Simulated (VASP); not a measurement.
# MgS (Fm-3m) in VASP: single point with HSE06

Aim: the single point of MgS with HSE06.

Everything below comes from runs of VASP 6.6.1. Logs are shortened: lines on timing, memory, paths and dates and some standing lists are left out, and cuts for length are marked.

## Step 1: The crystal as given

The structure is cubic, space group Fm-3m (No. 225). Conventional cell: a = 5.178 Å, b = 5.178 Å, c = 5.178 Å, α = 90.00°, β = 90.00°, γ = 90.00°. Mg (site symmetry m-3m) is surrounded by 6 S at 2.59 Å. S (site symmetry m-3m) is surrounded by 6 Mg at 2.59 Å.

The cell is a database's computed one.

## Step 2: Single point, HSE06

POSCAR reads:

```
MgS
1.0
    0.0000000000      2.5891100000      2.5891100000
    2.5891100000      0.0000000000      2.5891100000
    2.5891100000      2.5891100000      0.0000000000
Mg S
1 1
Direct
    0.0000000000      0.0000000000      0.0000000000
    0.5000000000      0.5000000000      0.5000000000
```

INCAR.step1 reads:

```
SYSTEM = MgS
ALGO = Normal
EDIFF = 1E-5
ENCUT = 520
GGA = PE
ISIF = 2
ISMEAR = 0
LASPH = .TRUE.
LREAL = .FALSE.
LWAVE = .TRUE.
NELM = 80
PREC = Accurate
SIGMA = 0.02
```

INCAR.step2 reads:

```
SYSTEM = MgS
ALGO = Normal
EDIFF = 1E-6
ENCUT = 520
GGA = PE
HFSCREEN = 0.2
ISIF = 2
ISMEAR = 0
ISTART = 1
LASPH = .TRUE.
LCHARG = .TRUE.
LELF = .TRUE.
LHFCALC = .TRUE.
LREAL = .FALSE.
LVHAR = .TRUE.
LWAVE = .FALSE.
NELM = 80
PREC = Accurate
PRECFOCK = Fast
SIGMA = 0.02
```

KPOINTS reads:

```
k-points
0
G
  6 6 6
  0 0 0
```

Potentials or basis: VASP PAW PBE potentials, release 64 (Mg, S).

The run is started by

```sh
cat potpaw_PBE.64/Mg/POTCAR potpaw_PBE.64/S/POTCAR > POTCAR
cp INCAR.step1 INCAR
mpirun -np 1 vasp_std > vasp.out
cp INCAR.step2 INCAR
mpirun -np 1 vasp_std > vasp.out
```

OUTCAR:

```text
SYSTEM = MgS
   EDIFF = 1E-6
   ENCUT = 520
   GGA = PE
   HFSCREEN = 0.2
   ISIF = 2
   ISMEAR = 0
   ISTART = 1
   LASPH = .TRUE.
   LHFCALC = .TRUE.
   LREAL = .FALSE.
   NELM = 80
   PREC = Accurate
   PRECFOCK = Fast

 ion  position               nearest neighbor table
   1  0.000  0.000  0.000-   2 2.59   2 2.59   2 2.59   2 2.59   2 2.59   2 2.59
   2  0.500  0.500  0.500-   1 2.59   1 2.59   1 2.59   1 2.59   1 2.59   1 2.59

  LATTYP: Found a face centered cubic cell.
 ALAT       =     5.1782200000

  Lattice vectors:

 A1 = (   0.0000000000,   2.5891100000,   2.5891100000)
 A2 = (   2.5891100000,   0.0000000000,   2.5891100000)
 A3 = (   2.5891100000,   2.5891100000,   0.0000000000)

Analysis of symmetry for initial positions (statically):
=====================================================================
 Subroutine PRICEL returns:
 Original cell was already a primitive cell.

 Routine SETGRP: Setting up the symmetry group for a
 face centered cubic supercell.

 Subroutine GETGRP returns: Found 48 space group operations
 (whereof 48 operations were pure point group operations)
 out of a pool of 48 trial point group operations.

The static configuration has the point symmetry O_h .

Analysis of symmetry for dynamics (positions and initial velocities):
=====================================================================
 Subroutine PRICEL returns:
 Original cell was already a primitive cell.

 Routine SETGRP: Setting up the symmetry group for a
 face centered cubic supercell.

 Subroutine GETGRP returns: Found 48 space group operations
 (whereof 48 operations were pure point group operations)
 out of a pool of 48 trial point group operations.

The dynamic configuration has the point symmetry O_h .

 Subroutine INISYM returns: Found 48 space group operations
 (whereof 48 operations are pure point group operations),
 and found     1 'primitive' translations

----------------------------------------------------------------------------------------

                                     Primitive cell

  volume of cell :      34.7121

  direct lattice vectors                    reciprocal lattice vectors
     0.000000000  2.589110000  2.589110000    -0.193116554  0.193116554  0.193116554
     2.589110000  0.000000000  2.589110000     0.193116554 -0.193116554  0.193116554
     2.589110000  2.589110000  0.000000000     0.193116554  0.193116554 -0.193116554

  length of vectors
     3.661554476  3.661554476  3.661554476     0.334487683  0.334487683  0.334487683

  position of ions in fractional coordinates (direct lattice)
     0.000000000  0.000000000  0.000000000
     0.500000000  0.500000000  0.500000000

  ion indices of the primitive-cell ions
   primitive index   ion index
                 1           1
                 2           2

----------------------------------------------------------------------------------------

 KPOINTS: k-points

Automatic generation of k-mesh.
 Grid dimensions read from file:
 generate k-points for:    6    6    6

 Generating k-lattice:

  Cartesian coordinates                     Fractional coordinates (reciprocal lattice)
    -0.032186092  0.032186092  0.032186092     0.166666667  0.000000000  0.000000000
     0.032186092 -0.032186092  0.032186092     0.000000000  0.166666667  0.000000000
     0.032186092  0.032186092 -0.032186092     0.000000000  0.000000000  0.166666667

  Length of vectors
     0.055747947  0.055747947  0.055747947

  Shift w.r.t. Gamma in fractional coordinates (k-lattice)
     0.000000000  0.000000000  0.000000000

 Subroutine IBZKPT returns following result:
 ===========================================

 Found     16 irreducible k-points:

 Following reciprocal coordinates:
            Coordinates               Weight
  0.000000  0.000000  0.000000      1.000000
  0.166667  0.000000  0.000000      8.000000
  0.333333  0.000000  0.000000      8.000000
  0.500000  0.000000  0.000000      4.000000
  0.166667  0.166667  0.000000      6.000000
  0.333333  0.166667  0.000000     24.000000
[... 8 lines left out ...]
 -0.333333  0.333333  0.166667     24.000000
 -0.333333  0.500000  0.166667     12.000000
   k-points           NKPTS =     16   k-points in BZ     NKDIM =    216   number of bands    NBANDS=      8
   number of dos      NEDOS =    301   number of ions     NIONS =      2
   total plane-waves  NPLWV =  21952
   dimension x,y,z NGX =    28 NGY =   28 NGZ =   28
   dimension x,y,z NGXF=    56 NGYF=   56 NGZF=   56
   ions per type =               1   1
   NGX,Y,Z   is equivalent  to a cutoff of  12.71, 12.71, 12.71 a.u.
   NGXF,Y,Z  is equivalent  to a cutoff of  25.43, 25.43, 25.43 a.u.
 SYSTEM =  MgS
   PREC   = accura    normal or accurate (medium, high low for compatibility)
   ISTART =      1    job   : 0-new  1-cont  2-samecut
   ICHARG =      0    charge: 1-file 2-atom 10-const
   ISPIN  =      1    spin polarized calculation?
   LNONCOLLINEAR =      F non collinear calculations
   LSORBIT =      F    spin-orbit coupling
   LASPH  =      T    aspherical Exc in radial PAW
   ENCUT  =  520.0 eV  38.22 Ry    6.18 a.u.   6.81  6.81  6.81*2*pi/ulx,y,z
   NELM   =     80;   NELMIN=  2; NELMDL=  0     # of ELM steps
   EDIFF  = 0.1E-05   stopping-criterion for ELM
   LREAL  =      F    real-space projection
   EDIFFG = 0.1E-04   stopping-criterion for IOM
   NSW    =      0    number of steps for IOM
   IBRION =     -1    ionic relax: 0-MD 1-quasi-New 2-CG
   NFREE  =      0    steps in history (QN), initial steepest desc. (CG)
   ISIF   =      2    stress and relaxation
   ISYM   =      3    0-nonsym 1-usesym 2-fastsym
   POTIM  = 0.5000    time-step for ionic-motion
   TEBEG  =    0.0;   TEEND  =   0.0 temperature during run
   PSTRESS=    0.0 pullay stress
   NELECT =       8.0000    total number of electrons
   NUPDOWN=      -1.0000    fix difference up-down
   EMIN   =  10.00;   EMAX   =-10.00  energy-range for DOS
   EFERMI =   0.00;   METHOD = LEGACY
   ISMEAR =     0;   SIGMA  =   0.02  broadening in eV -4-tet -1-fermi 0-gaus
   EFERMI_NEDOS =   21; number of points for ismear=-14 and -15
   IALGO  =     38    algorithm
   IMIX   =      1    mixing-type and parameters
     AMIX     =   0.40;   BMIX     =  1.00
     AMIX_MAG =   1.60;   BMIX_MAG =  1.00
  volume/ion in A,a.u.               =      17.36       117.12
  Fermi-wavevector in a.u.,A,eV,Ry     =   1.003716  1.896749 13.707142  1.007446
  Thomas-Fermi vector in A             =   2.136286
   LORBIT       =      0    0 simple, 1 ext, 2 COOP (PROOUT), +10 PAW based schemes
   GGA     = PE    functional components
   LHFCALC =     T    Hartree Fock is set to
   PRECFOCK=fast      Normal, Fast or Accurate (Low or Medium for compatibility)
   ENCUT4O =  -1.0   cutoff for four orbital integrals eV
   NKREDX  =     1    reduce k-point grid by
   NKREDY  =     1    reduce k-point grid by
   NKREDZ  =     1    reduce k-point grid by
   AEXX    =    0.2500 exact exchange contribution
   HFSCREEN=    0.2000 screening length (either q_TF or 0.3 A-1)
   HFSCREENC=   0.2000 screening length for correlation (either q_TF or 0.3 A-1)
   ENCUTFOCK=  -1.0 apply spherical cutoff to Coloumb kernel
   IVDW    =     0    specifies the selected vdW correction
   LEPSILON=     F    determine dielectric tensor
   LRPA    =     F    only Hartree local field effects (RPA)
 non-spin polarized calculation
 Gauss-broadening in eV      SIGMA  =   0.02
  energy-cutoff  :      520.00
  volume of cell :       34.71
 maximum number of plane-waves:       941
  NGX = 16; NGY = 16; NGZ = 16

 number of electron       7.9999999 magnetization

 Free energy of the ion-electron system (eV)
  ---------------------------------------------------
  ext. energy  EPLUGINS =         0.00000000
  ---------------------------------------------------
  free energy    TOTEN  =        -9.90740407 eV

  energy without entropy =       -9.90740407  energy(sigma->0) =       -9.90740407

 E-fermi :   3.2795     XC(G=0):  -8.0837

 val. band max:        3.1811616474   @ k =   0.0000   0.0000   0.0000
 cond. band min:       6.9879884670   @ k =   0.5000   0.5000   0.0000
 fundamental gap:      3.8068268196
 Fermi energy:         3.2794530598

 k-point     1 :       0.0000    0.0000    0.0000
  band No.  band energies     occupation
      1     -10.8770      2.00000
      2       3.1812      2.00000
      3       3.1812      2.00000
      4       3.1812      2.00000
      5       8.1204      0.00000
      6      12.3014      0.00000
      7      12.3014      0.00000
      8      12.3014      0.00000

 k-point     2 :       0.1667    0.0000    0.0000
  band No.  band energies     occupation
      1     -10.5812      2.00000
      2       1.4316      2.00000
      3       2.9923      2.00000
      4       2.9923      2.00000
      5       9.2119      0.00000
      6      12.0517      0.00000
      7      12.6119      0.00000
      8      12.6119      0.00000

 k-point     3 :       0.3333    0.0000    0.0000
  band No.  band energies     occupation
      1      -9.8647      2.00000
      2      -1.0539      2.00000
      3       2.6630      2.00000
      4       2.6630      2.00000
      5       9.0523      0.00000
      6      11.7310      0.00000
      7      11.7310      0.00000
      8      14.1051      0.00000
[... 122 lines left out ...]
 k-point    15 :      -0.3333    0.3333    0.1667
  band No.  band energies     occupation
      1      -9.0595      2.00000
      2      -1.1659      2.00000
      3       0.1702      2.00000
      4       1.4395      2.00000
      5       9.6753      0.00000
      6      11.0880      0.00000
      7      13.1964      0.00000
      8      13.4771      0.00000

 k-point    16 :      -0.3333    0.5000    0.1667
  band No.  band energies     occupation
      1      -8.9419      2.00000
      2      -1.0017      2.00000
      3       0.3133      2.00000
      4       0.7677      2.00000
      5       8.7144      0.00000
      6      10.4733      0.00000
      7      13.7575      0.00000
      8      14.3948      0.00000

------------------------ aborting loop because EDIFF is reached ----------------------------------------

  FORCE on cell =-STRESS in cart. coord.  units (eV):
  Direction    XX          YY          ZZ          XY          YZ          ZX
  --------------------------------------------------------------------------------------
  -------------------------------------------------------------------------------------
  Total        0.0933898      0.0933898      0.0933898     -0.0000000      0.0000000      0.0000000
  in kB        4.3105108      4.3105108      4.3105108     -0.0000000      0.0000000      0.0000000
  external PRESSURE =       4.3105108 kB  Pullay stress =       0.0000000 kB

 VOLUME and BASIS-vectors are now :
 -----------------------------------------------------------------------------
  energy-cutoff  :      520.00
  volume of cell :       34.71
      direct lattice vectors                 reciprocal lattice vectors
     0.000000000  2.589110000  2.589110000    -0.193116554  0.193116554  0.193116554
     2.589110000  0.000000000  2.589110000     0.193116554 -0.193116554  0.193116554
     2.589110000  2.589110000  0.000000000     0.193116554  0.193116554 -0.193116554

 POSITION                                       TOTAL-FORCE (eV/Angst)
 -----------------------------------------------------------------------------------
      0.00000      0.00000      0.00000         0.000000      0.000000      0.000000
      2.58911      2.58911      2.58911        -0.000000     -0.000000     -0.000000
 -----------------------------------------------------------------------------------
    total drift:                                0.000000      0.000000      0.000000

  FREE ENERGIE OF THE ION-ELECTRON SYSTEM (eV)
  ---------------------------------------------------
  free  energy   TOTEN  =        -9.9074040728 eV

  energy  without entropy=       -9.9074040728  energy(sigma->0) =       -9.90740407
```

Wall time 2.1 min (1 thread of Intel Xeon Platinum 8488C (Sapphire Rapids), shared host); peak memory 0.26 GiB.

What came out:

| Item | Value |
| --- | --- |
| Free energy | -9.9074 eV |
| Pressure | 0.4 GPa |
| Band gap on the k mesh | 3.81 eV, indirect (least direct gap 4.94 eV) |

Levels at points of the mesh, in eV from the valence-band top:
```tsv
k point	band 1	band 2	band 3	band 4	band 5	band 6	band 7	band 8
(0.00, 0.00, 0.00)	-14.06	0.00	0.00	0.00	4.94	9.12	9.12	9.12
(0.50, 0.00, 0.00)	-12.59	-5.36	-0.66	-0.66	5.60	8.10	8.10	11.78
(0.50, 0.50, 0.00)	-12.16	-4.68	-1.88	-1.88	3.81	5.31	13.70	14.41
```

Caveat: the PAW data sets were made with another functional, which shifts forces and pressure a little. A k mesh can miss the band edges.
